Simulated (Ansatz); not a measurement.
AlSb (zinc blende)

```
AlSb
1.0
    0.00000     6.22551     6.22551
    3.11275     0.00000     3.11275
    3.11275     3.11275     0.00000
Sb Al
2 2
Direct
  0.37500   0.75000   0.75000
  0.87500   0.75000   0.75000
  0.00000   0.00000   0.00000
  0.50000   0.00000   0.00000
```

In this cell atom 1 (Sb, nearest neighbour Al at 2.696 Å; its periodic images, 4.4 Å or more away, move with it) is moved by u·(1.000, 0.000, 0.000) + v·(0.000, 1.000, 0.000); the rest is frozen.

Method: PBE (plane waves to 420 eV, PAW, scalar-relativistic; Ansatz, a program for electronic structure). k mesh 5×10×10 (Γ-centred), Fermi-Dirac smearing 0.05 eV. The energy includes the smearing's −TS. As the smearing reaches across the gap at some points, energies and forces of such displacements shift with the k mesh and the smearing. AlSb was relaxed with its symmetry unable to fall. Spin-orbit coupling is left out, though Sb is heavy. The zero of ΔE is the undisplaced structure. Axes are in Å.

### Question
Estimate the ΔE (meV/cell) for all points of the grid u = -0.400, -0.267, -0.133, 0.000, 0.133, 0.267, 0.400 by v = -0.400, -0.267, -0.133, 0.000, 0.133, 0.267, 0.400.

### Answer
ΔE (meV/cell), with u across and v down:

```
v \ u   -0.400  -0.267  -0.133  0.000  0.133  0.267  0.400
------  ------  ------  ------  -----  -----  -----  -----
-0.400    1251     882     659    598    703    972   1391
-0.267     886     544     336    273    363    600    972
-0.133     664     337     134     70    147    363    703
0.000      601     274      70      0     70    273    598
0.133      703     362     147     70    134    336    659
0.267      969     598     362    274    337    544    882
0.400     1385     969     703    601    664    886   1251
```

(A displaced cell: forces are minus the slopes of the energy, force constants its curvatures, and phonons follow from these.)
